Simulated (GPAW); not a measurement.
# CdSe (F-43m) in GPAW: further runs

The runs below take CdSe through relaxation of cell and atoms, single point, with PBE+D4, PBE.

Program: GPAW 26.7.0. These are calculated values, not measurements. Logs are shortened: lines on timing, memory, paths and dates and some standing lists are left out, and cuts for length are marked. The log counts tension as positive stress, the text compression.

### 1 The crystal as given

The structure is cubic, space group F-43m (No. 216). The conventional cell has a = 6.141 Å, b = 6.141 Å, c = 6.141 Å, α = 90.00°, β = 90.00°, γ = 90.00°. Cd (site symmetry -43m) is surrounded by 4 Se at 2.66 Å. Around Se (site symmetry -43m) lie 4 Cd at 2.66 Å.

Measurements of this composition are mostly on another form, of space group No. 186.

### 2 Relaxation of cell and atoms, PBE+D4

run.py

```python
from ase.calculators.mixing import SumCalculator
from ase.filters import FrechetCellFilter
from ase.io import read, write
from ase.optimize import BFGS
from dftd4.ase import DFTD4
from gpaw import GPAW, PW

atoms = read('POSCAR')

calc = GPAW(mode=PW(600),
            xc='PBE',
            kpts={'size': (8, 8, 8), 'gamma': True},
            occupations={'name': 'fermi-dirac', 'width': 0.05},
            nbands=18,
            convergence={'density': 1e-05, 'forces': 0.0001},
            maxiter=150,
            txt='gpaw.txt')
atoms.calc = SumCalculator([calc, DFTD4(method='pbe')])
opt = BFGS(FrechetCellFilter(atoms), trajectory='relax.traj', logfile='-')
done = opt.run(fmax=0.02, steps=100)
calc.write('gs.gpw')
write('result.traj', atoms)
print('Converged:', done)
print('Cell:', atoms.cell.cellpar().round(4))
print('Volume:', round(atoms.get_volume(), 4))
print(atoms.get_scaled_positions().round(5))
```

POSCAR

```
CdSe
1.0
    0.0000000000      3.0702711986      3.0702711986
    3.0702711986      0.0000000000      3.0702711986
    3.0702711986      3.0702711986      0.0000000000
Cd Se
1 1
Direct
    0.0000000000      0.0000000000      0.0000000000
    0.2500000000      0.2500000000      0.2500000000
```

Potentials or basis: GPAW PAW data sets (gpaw-data 1.2.1), pw.

On the command line:

```console
$ OMP_NUM_THREADS=1 python run.py
```

gpaw.txt:

```text
__  _  _
 | _ |_)|_||  |
 |__||  | ||/\| - 26.7.0

Input parameters:
  mode=PW(ecut=600.0),
  convergence={'density': 1e-05, 'forces': 0.0001},
  kpts=MonkhorstPack(size=(8, 8, 8), gamma=True),
  maxiter=150,
  nbands=18,
  occupations=Occupations(name='fermi-dirac', width=0.05),
  xc=XC(name='PBE')

Diagonalizing LCAO Hamiltonian
Converting LCAO to pw mode

            Se

       Cd

Atoms  # Å, Bohr magnetons
|   | symbol |        x |        y |        z |    initial magnetic moments |
|---|--------|----------|----------|----------|-----------------------------|
| 0 |     Cd | 0.000000 | 0.000000 | 0.000000 | ( 0.0000,  0.0000,  0.0000) |
| 1 |     Se | 1.535136 | 1.535136 | 1.535136 | ( 0.0000,  0.0000,  0.0000) |

Unit cell  # Å
| periodic |        x |        y |        z |  lengths |    angles |
|----------|----------|----------|----------|----------|-----------|
|      yes | 0.000000 | 3.070271 | 3.070271 | 4.342019 | 60.000000 |
|      yes | 3.070271 | 0.000000 | 3.070271 | 4.342019 | 60.000000 |
|      yes | 3.070271 | 3.070271 | 0.000000 | 4.342019 | 60.000000 |

Number of symmetries: 24
Symmetry operations  # r_c * U_cc + t_c -> r_c
|    | kind |            matrix            |
|----|------|------------------------------|
|  0 |  E   |  1, 0, 0,  0, 1, 0,  0, 0, 1 |
|  1 |  σ   |  1, 0, 0,  0, 0, 1,  0, 1, 0 |
|  2 |  σ   |  1, 0,-1,  0, 1,-1,  0, 0,-1 |
|  3 |  C3  |  1, 0,-1,  0, 0,-1,  0, 1,-1 |
|  4 |  C3  |  1,-1, 0,  0,-1, 1,  0,-1, 0 |
|  5 |  σ   |  1,-1, 0,  0,-1, 0,  0,-1, 1 |
|  6 |  σ   |  0, 1, 0,  1, 0, 0,  0, 0, 1 |
|  7 |  C3  |  0, 1, 0,  0, 0, 1,  1, 0, 0 |
|  8 |  C2  |  0, 1,-1,  1, 0,-1,  0, 0,-1 |
|  9 |  S4  |  0, 1,-1,  0, 0,-1,  1, 0,-1 |
| 10 |  C3  |  0, 0, 1,  1, 0, 0,  0, 1, 0 |
| 11 |  σ   |  0, 0, 1,  0, 1, 0,  1, 0, 0 |
| 12 |  S4  |  0, 0,-1,  1, 0,-1,  0, 1,-1 |
| 13 |  C3  |  0, 0,-1,  0, 1,-1,  1, 0,-1 |
| 14 |  S4  |  0,-1, 1,  1,-1, 0,  0,-1, 0 |
| 15 |  C2  |  0,-1, 1,  0,-1, 0,  1,-1, 0 |
| 16 |  C3  |  0,-1, 0,  1,-1, 0,  0,-1, 1 |
| 17 |  S4  |  0,-1, 0,  0,-1, 1,  1,-1, 0 |
| 18 |  S4  | -1, 1, 0, -1, 0, 1, -1, 0, 0 |
| 19 |  C3  | -1, 1, 0, -1, 0, 0, -1, 0, 1 |
| 20 |  C3  | -1, 0, 1, -1, 1, 0, -1, 0, 0 |
| 21 |  S4  | -1, 0, 1, -1, 0, 0, -1, 1, 0 |
| 22 |  σ   | -1, 0, 0, -1, 1, 0, -1, 0, 1 |
| 23 |  C2  | -1, 0, 0, -1, 0, 1, -1, 1, 0 |

BZ-sampling:
  Number of BZ points: 512
  Number of IBZ points: 29

  Monkhorst-Pack size: [8, 8, 8]
  Monkhorst-Pack shift: [0.0625, 0.0625, 0.0625]

K-points  # in reciprocal-cell coordinates
|     |                                coordinates |     weight |
|-----|--------------------------------------------|------------|
|   0 | (  0.00000000,   0.00000000,   0.00000000) | 0.00195312 |
|   1 | (  0.12500000,   0.12500000,   0.00000000) | 0.01171875 |
|   2 | (  0.12500000,   0.12500000,   0.12500000) | 0.01562500 |
|   3 | (  0.25000000,   0.12500000,   0.12500000) | 0.02343750 |
|   4 | (  0.25000000,   0.25000000,   0.00000000) | 0.01171875 |
|   5 | (  0.25000000,   0.25000000,   0.12500000) | 0.04687500 |
|   6 | (  0.25000000,   0.25000000,   0.25000000) | 0.01562500 |
|   7 | (  0.37500000,   0.25000000,  -0.37500000) | 0.04687500 |
|   8 | (  0.37500000,   0.25000000,   0.12500000) | 0.04687500 |
|   9 | (  0.37500000,   0.25000000,   0.25000000) | 0.04687500 |
| ... |                                            |            |
|  28 | (  0.50000000,   0.50000000,   0.50000000) | 0.00781250 |
[... 142 lines left out ...]
Fermi level: 3.645
Eigenvalues  # (at kpt = [0.000, 0.000, 0.000])
| band index |      eig [eV] | occ [0-2] |
|------------|---------------|-----------|
|          0 |        -9.106 |     2.000 |
|          1 |        -4.464 |     2.000 |
|          2 |        -4.464 |     2.000 |
|          3 |        -4.464 |     2.000 |
|          4 |        -4.115 |     2.000 |
|          5 |        -4.115 |     2.000 |
[... 10 lines left out ...]
|         16 |        15.352 |     0.000 |
|         17 |        15.352 |     0.000 |

Gap: 0.545 eV
Transition (v -> c):
  (s=0, k=0, n=8, [0.00, 0.00, 0.00]) -> (s=0, k=0, n=9, [0.00, 0.00, 0.00])
No difference between direct/indirect transitions

Stress tensor  # eV/Ang^3
|         x |         y |         z |
|-----------|-----------|-----------|
| -0.006708 | -0.000000 | -0.000000 |
| -0.000000 | -0.006708 | -0.000000 |
| -0.000000 | -0.000000 | -0.006708 |

Forces  # eV/Ang
|        x |        y |       z |
|----------|----------|---------|
|  0.00000 |  0.00000 | 0.00000 |  # Cd   0
| -0.00000 | -0.00000 | 0.00000 |  # Se   1

Diagonalizing LCAO Hamiltonian
Converting LCAO to pw mode

            Se

       Cd

Atoms  # Å, Bohr magnetons
|   | symbol |        x |        y |        z |    initial magnetic moments |
|---|--------|----------|----------|----------|-----------------------------|
| 0 |     Cd | 0.000000 | 0.000000 | 0.000000 | ( 0.0000,  0.0000,  0.0000) |
| 1 |     Se | 1.533416 | 1.533416 | 1.533416 | ( 0.0000,  0.0000,  0.0000) |

Unit cell  # Å
| periodic |        x |        y |        z |  lengths |    angles |
|----------|----------|----------|----------|----------|-----------|
|      yes | 0.000000 | 3.066832 | 3.066832 | 4.337156 | 60.000000 |
|      yes | 3.066832 | 0.000000 | 3.066832 | 4.337156 | 60.000000 |
|      yes | 3.066832 | 3.066832 | 0.000000 | 4.337156 | 60.000000 |

Number of symmetries: 6
Symmetry operations  # r_c * U_cc + t_c -> r_c
|   | kind |            matrix            |
|---|------|------------------------------|
| 0 |  E   |  1, 0, 0,  0, 1, 0,  0, 0, 1 |
| 1 |  σ   |  1, 0, 0,  0, 0, 1,  0, 1, 0 |
| 2 |  σ   |  0, 1, 0,  1, 0, 0,  0, 0, 1 |
| 3 |  C3  |  0, 1, 0,  0, 0, 1,  1, 0, 0 |
| 4 |  C3  |  0, 0, 1,  1, 0, 0,  0, 1, 0 |
| 5 |  σ   |  0, 0, 1,  0, 1, 0,  1, 0, 0 |

BZ-sampling:
  Number of BZ points: 512
  Number of IBZ points: 65

  Monkhorst-Pack size: [8, 8, 8]
  Monkhorst-Pack shift: [0.0625, 0.0625, 0.0625]

K-points  # in reciprocal-cell coordinates
|     |                                coordinates |     weight |
|-----|--------------------------------------------|------------|
|   0 | (  0.00000000,   0.00000000,   0.00000000) | 0.00195312 |
|   1 | (  0.12500000,   0.00000000,  -0.12500000) | 0.01171875 |
|   2 | (  0.12500000,   0.00000000,   0.00000000) | 0.01171875 |
|   3 | (  0.12500000,   0.12500000,  -0.12500000) | 0.01171875 |
|   4 | (  0.12500000,   0.12500000,   0.00000000) | 0.01171875 |
|   5 | (  0.12500000,   0.12500000,   0.12500000) | 0.00390625 |
|   6 | (  0.25000000,  -0.12500000,  -0.12500000) | 0.01171875 |
|   7 | (  0.25000000,   0.00000000,  -0.25000000) | 0.01171875 |
|   8 | (  0.25000000,   0.00000000,  -0.12500000) | 0.02343750 |
|   9 | (  0.25000000,   0.00000000,   0.00000000) | 0.01171875 |
| ... |                                            |            |
|  64 | (  0.50000000,   0.50000000,   0.50000000) | 0.00195312 |

Plane wave coefficients: 1964
Cutoff: 600.0 eV

Spin-components: 1 (collinear spins)
Bands:           18
Projectors:      11
Spin-degeneracy: 2
Datatype:        complex128

Parallelization:
  kpt:    1
  domain: 1
  band:   1

Density:
  Valence electrons: 18.0
  Components: 1
  Grid points: [25 25 25]
  Charge: 0.0  # |e|
[... 122 lines left out ...]
Fermi level: 3.683
Eigenvalues  # (at kpt = [0.000, 0.000, 0.000])
| band index |      eig [eV] | occ [0-2] |
|------------|---------------|-----------|
|          0 |        -9.089 |     2.000 |
|          1 |        -4.440 |     2.000 |
|          2 |        -4.440 |     2.000 |
|          3 |        -4.440 |     2.000 |
|          4 |        -4.088 |     2.000 |
|          5 |        -4.088 |     2.000 |
[... 10 lines left out ...]
|         16 |        15.393 |     0.000 |
|         17 |        15.393 |     0.000 |

Gap: 0.551 eV
Transition (v -> c):
  (s=0, k=0, n=8, [0.00, 0.00, 0.00]) -> (s=0, k=0, n=9, [0.00, 0.00, 0.00])
No difference between direct/indirect transitions

Stress tensor  # eV/Ang^3
|         x |         y |         z |
|-----------|-----------|-----------|
| -0.007772 | -0.000000 | -0.000000 |
| -0.000000 | -0.007772 | -0.000000 |
| -0.000000 | -0.000000 | -0.007772 |

Forces  # eV/Ang
|        x |        y |        z |
|----------|----------|----------|
| -0.00000 | -0.00000 | -0.00000 |  # Cd   0
|  0.00000 |  0.00000 |  0.00000 |  # Se   1

Interpolating wave functions to new cell

            Se

       Cd

Atoms  # Å, Bohr magnetons
|   | symbol |         x |         y |         z |    initial magnetic moments |
|---|--------|-----------|-----------|-----------|-----------------------------|
| 0 |     Cd | -0.000000 | -0.000000 | -0.000000 | ( 0.0000,  0.0000,  0.0000) |
| 1 |     Se |  1.525863 |  1.525863 |  1.525863 | ( 0.0000,  0.0000,  0.0000) |

Unit cell  # Å
| periodic |        x |        y |        z |  lengths |    angles |
|----------|----------|----------|----------|----------|-----------|
|      yes | 0.000002 | 3.051726 | 3.051726 | 4.315792 | 59.999959 |
|      yes | 3.051726 | 0.000002 | 3.051726 | 4.315792 | 59.999959 |
|      yes | 3.051726 | 3.051726 | 0.000002 | 4.315792 | 59.999959 |

Number of symmetries: 6
Symmetry operations  # r_c * U_cc + t_c -> r_c
|   | kind |            matrix            |
|---|------|------------------------------|
| 0 |  E   |  1, 0, 0,  0, 1, 0,  0, 0, 1 |
| 1 |  σ   |  1, 0, 0,  0, 0, 1,  0, 1, 0 |
| 2 |  σ   |  0, 1, 0,  1, 0, 0,  0, 0, 1 |
| 3 |  C3  |  0, 1, 0,  0, 0, 1,  1, 0, 0 |
| 4 |  C3  |  0, 0, 1,  1, 0, 0,  0, 1, 0 |
| 5 |  σ   |  0, 0, 1,  0, 1, 0,  1, 0, 0 |

BZ-sampling:
  Number of BZ points: 512
  Number of IBZ points: 65

  Monkhorst-Pack size: [8, 8, 8]
  Monkhorst-Pack shift: [0.0625, 0.0625, 0.0625]

K-points  # in reciprocal-cell coordinates
|     |                                coordinates |     weight |
|-----|--------------------------------------------|------------|
|   0 | (  0.00000000,   0.00000000,   0.00000000) | 0.00195312 |
|   1 | (  0.12500000,   0.00000000,  -0.12500000) | 0.01171875 |
|   2 | (  0.12500000,   0.00000000,   0.00000000) | 0.01171875 |
|   3 | (  0.12500000,   0.12500000,  -0.12500000) | 0.01171875 |
|   4 | (  0.12500000,   0.12500000,   0.00000000) | 0.01171875 |
|   5 | (  0.12500000,   0.12500000,   0.12500000) | 0.00390625 |
|   6 | (  0.25000000,  -0.12500000,  -0.12500000) | 0.01171875 |
|   7 | (  0.25000000,   0.00000000,  -0.25000000) | 0.01171875 |
|   8 | (  0.25000000,   0.00000000,  -0.12500000) | 0.02343750 |
|   9 | (  0.25000000,   0.00000000,   0.00000000) | 0.01171875 |
| ... |                                            |            |
|  64 | (  0.50000000,   0.50000000,   0.50000000) | 0.00195312 |

Plane wave coefficients: 1924
Cutoff: 600.0 eV

Spin-components: 1 (collinear spins)
Bands:           18
Projectors:      11
Spin-degeneracy: 2
Datatype:        complex128

Parallelization:
  kpt:    1
  domain: 1
  band:   1

Density:
  Valence electrons: 18.0
  Components: 1
  Grid points: [25 25 25]
  Charge: 0.0  # |e|
[... 121 lines left out ...]
Fermi level: 3.852
Eigenvalues  # (at kpt = [0.000, 0.000, 0.000])
| band index |      eig [eV] | occ [0-2] |
|------------|---------------|-----------|
|          0 |        -9.016 |     2.000 |
|          1 |        -4.334 |     2.000 |
|          2 |        -4.334 |     2.000 |
|          3 |        -4.333 |     2.000 |
|          4 |        -3.965 |     2.000 |
|          5 |        -3.965 |     2.000 |
[... 10 lines left out ...]
|         16 |        15.575 |     0.000 |
|         17 |        15.575 |     0.000 |

Gap: 0.582 eV
Transition (v -> c):
  (s=0, k=0, n=8, [0.00, 0.00, 0.00]) -> (s=0, k=0, n=9, [0.00, 0.00, 0.00])
No difference between direct/indirect transitions

Stress tensor  # eV/Ang^3
|         x |         y |         z |
|-----------|-----------|-----------|
| -0.012660 | -0.000000 | -0.000000 |
| -0.000000 | -0.012660 | -0.000000 |
| -0.000000 | -0.000000 | -0.012660 |

Forces  # eV/Ang
|        x |        y |        z |
|----------|----------|----------|
|  0.00000 |  0.00000 |  0.00000 |  # Cd   0
| -0.00000 | -0.00000 | -0.00000 |  # Se   1

# Writing to gs.gpw (mode='')
```

It took 89 s on 1 thread of Intel Xeon Platinum 8259CL at 2.50GHz (Skylake/Cascade Lake), shared host; peak memory 0.25 GiB.

What came out:

```
Free energy                            : -6.3190 eV
Relaxed volume                         : 28.42 Å³/atom
Relaxed cell                           : a = 4.316 Å, b = 4.316 Å, c = 4.316 Å, α = 60.00°, β = 60.00°, γ = 60.00°
Space group after relaxing (to 0.05 Å) : F-43m (No. 216)
Energy gained by relaxing              : 1.4 meV/atom
Ionic steps                            : 3
Pressure after relaxing                : 0.0 GPa
Band gap on the k mesh                 : 0.58 eV, direct
Dispersion energy per atom             : -0.320 eV
```

The path:
```
step  energy change (eV)  largest force (eV/Å)  pressure (GPa)  volume (Å³)
   1              0.0000                0.0000           -0.87        57.88
   2             -0.0009                0.0000           -0.71        57.69
   3             -0.0027                0.0000            0.02        56.84
```

Final structure:
```xyz
2
Lattice="0.0000 3.0517 3.0517 3.0517 0.0000 3.0517 3.0517 3.0517 0.0000" Properties=species:S:1:pos:R:3 pbc="T T T"
Cd    0.0000    0.0000    0.0000
Se    1.5259    1.5259    1.5259
```

Caveat: later steps reuse the first step's grids. As with any semilocal functional, this PBE gap is likely too small.

### 3 Single point, PBE (volume scaled by 1.08)

run.py

```python
from ase.dft.bandgap import bandgap
from ase.io import read, write
from ase.units import GPa
from gpaw import GPAW, PW

atoms = read('POSCAR')

calc = GPAW(mode=PW(400),
            xc='PBE',
            kpts={'size': (6, 6, 6), 'gamma': True},
            occupations={'name': 'fermi-dirac', 'width': 0.05},
            nbands=18,
            convergence={'density': 1e-05, 'energy': 1e-05},
            maxiter=80,
            txt='gpaw.txt')
atoms.calc = calc
energy = atoms.get_potential_energy()
forces = atoms.get_forces()
stress = atoms.get_stress()
calc.write('gs.gpw')
write('result.traj', atoms)
print(f'Energy: {energy:.6f} eV')
print('Forces (eV/A):')
print(forces.round(4))
print('Stress (GPa):', (stress / GPa).round(3))
print('Fermi level:', round(calc.get_fermi_level(), 4), 'eV')
print(f'Gap: {bandgap(calc)[0]:.4f} eV, direct: {bandgap(calc, direct=True)[0]:.4f} eV')
```

POSCAR

```
CdSe
1.0
    0.0000000000      3.1500539396      3.1500539396
    3.1500539396      0.0000000000      3.1500539396
    3.1500539396      3.1500539396      0.0000000000
Cd Se
1 1
Direct
    0.0000000000      0.0000000000      0.0000000000
    0.2500000000      0.2500000000      0.2500000000
```

Potentials or basis: GPAW PAW data sets (gpaw-data 1.2.1), pw.

On the command line:

```console
$ OMP_NUM_THREADS=1 python run.py
```

It took 8.7 s on 1 thread of Arm Neoverse V1, shared host; peak memory 0.14 GiB.

These settings aren't checked as converged: the numbers below hold their error.

What came out:

| Quantity | Value |
| --- | --- |
| Free energy | -5.5553 eV |
| Pressure | -3.6 GPa |
| Band gap on the k mesh | 0.38 eV, direct |

Caveat: the cutoff is short for stress and forces, so pressures can be off by a GPa or more.

[end of part 1 of 2]
